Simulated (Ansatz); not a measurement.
# Quadrupolar parameters in Si3N4 at a changed volume

The cell is a structure deposited in the COD, relaxed with PBE at fixed cell and then changed (volume scaled by 1.02, ions relaxed).

Space group P6_3/m (No. 176); a = 7.6453, c = 2.9215 Å, γ = 120.00°.

```csv
site,Wyckoff,site symmetry,x,y,z
Si,6h,m..,0.7680,0.1742,0.2500
N7,6h,m..,0.0301,0.3299,0.2500
N13,2d,-6..,0.3333,0.6667,0.7499
```

One atom of each set is listed.

The numbers come from a DFT calculation in Ansatz (PBE, plane waves and PAW, scalar-relativistic, 420 eV cutoff, Γ-centred 4×4×10 k-points, Fermi–Dirac smearing 0.02 eV).

C_Q = eQV_zz/h, which is 24.18 MHz for Q = 1 b and V_zz = 10²¹ V/m²; η = (V_xx − V_yy)/V_zz. ν_Q = 3|C_Q|/[2I(2I − 1)].

¹⁴N: I = 1, Q = 20.44 mb. Q values from Pyykkö, Mol. Phys. 116, 1328 (2018).

Q: Give the quadrupolar parameters of the distinct sites.

A: 

```csv
site,atoms,first shell,C_Q (MHz),η,ν_Q (MHz)
N7,6,3 Si at 1.75 Å,-2.52,0.07,3.78
N13,2,3 Si at 1.74 Å,-2.49,0.00,3.73
```

An axis of threefold or higher order runs through N13, so V_zz lies along it and η is zero. At N7 V_zz stands upright on the plane through its three neighbours (within 3°).

Si has no stable isotope with a ground-state quadrupole moment in the table, so these sites are left out.

The relaxation (2 steps) took 10 s of wall time (38 s of CPU time) and 0.56 GiB at its peak, on 4 threads of Arm Neoverse V1 (aarch64; 8 cores open to the job, memory cap 8.0 GiB, no GPU), a shared host with a load of 0.8 a core.
